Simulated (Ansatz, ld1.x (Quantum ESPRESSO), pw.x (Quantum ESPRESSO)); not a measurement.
**pw.x on fcc H: one setting changed**

Potential: norm-conserving Troullier–Martins (Kleinman–Bylander form), ld1.x (Quantum ESPRESSO) 7.5, PBE; core none, reference 1s1; waves: 1s (bound): rc 1.35 bohr; 2p channel at -0.1 Ry: rc 1.45 bohr; local part: the p channel; core correction: none.

The reference run (k-mesh 18³, cutoffs 45/180 Ry, Fermi–Dirac 0.01 Ry, mixing_beta 0.4, conv_thr 1e-9, no spin) gives -0.14 GPa at 2.975 Å³/atom, where all-electron LAPW gives -0.20 GPa. This run, with its own iteration cap, changes ecutrho/ecutwfc to 6.

```
&control
  calculation='scf', prefix='x', pseudo_dir='./', outdir='./tmp', tstress=.true., disk_io='none'
/
&system
  ibrav=0, nat=1, ntyp=1, ecutwfc=45, ecutrho=270, nbnd=7,
  occupations='smearing', smearing='fd', degauss=0.01
/
&electrons
  conv_thr=1e-09, mixing_beta=0.4, electron_maxstep=50
/
ATOMIC_SPECIES
H 1.0 H.UPF
CELL_PARAMETERS angstrom
  0.00000000 1.14152561 1.14152561
  1.14152561 0.00000000 1.14152561
  1.14152561 1.14152561 0.00000000
ATOMIC_POSITIONS crystal
H 0.0000 0.0000 0.0000
K_POINTS automatic
18 18 18 0 0 0
```

```bash
pw.x < H.scf.in > H.scf.out
```

**Question.** How does the run end?

**Answer.** It converges in 3 iterations; the free energy moves by +0.0 meV/atom and the pressure by +0.00 GPa. The result is that of the reference run.

```
Message from routine setup:
     no reason to have ecutrho>4*ecutwfc
     Message from routine setup:
     using ibrav=0 with symmetry is DISCOURAGED, use correct ibrav instead
     lattice parameter (alat)  =       3.0507  a.u.
     unit-cell volume          =      20.0763 (a.u.)^3
     number of electrons       =         1.00
     number of Kohn-Sham states=            7
     kinetic-energy cutoff     =      45.0000  Ry
     charge density cutoff     =     270.0000  Ry
     scf convergence threshold =      1.0E-09
     Exchange-correlation= PBE
     number of k points=   195  Fermi-Dirac smearing, width (Ry)=  0.0100
     iteration #  1     ecut=    45.00 Ry     beta= 0.40
     total energy              =      -1.07426860 Ry
     estimated scf accuracy    <       0.00000439 Ry
     iteration #  2     ecut=    45.00 Ry     beta= 0.40
     total energy              =      -1.07427273 Ry
     estimated scf accuracy    <       0.00000167 Ry
     iteration #  3     ecut=    45.00 Ry     beta= 0.40
     the Fermi energy is     3.8019 ev
!    total energy              =      -1.07427286 Ry
     estimated scf accuracy    <          2.6E-10 Ry
     smearing contrib. (-TS)   =      -0.00045497 Ry
     The total energy is F=E-TS. E is the sum of the following terms:
     one-electron contribution =       0.63623615 Ry
     hartree contribution      =       0.01748220 Ry
     xc contribution           =      -0.66483362 Ry
     ewald contribution        =      -1.06270263 Ry
     convergence has been achieved in   3 iterations
          total   stress  (Ry/bohr**3)                   (kbar)     P=       -1.45
     Message from routine punch:
     Nothing written, as per user request (disk_io='none')
```

The run took about 1 s on one core of a shared host (Neoverse-V1, 32 threads, 247 GiB, load 26).
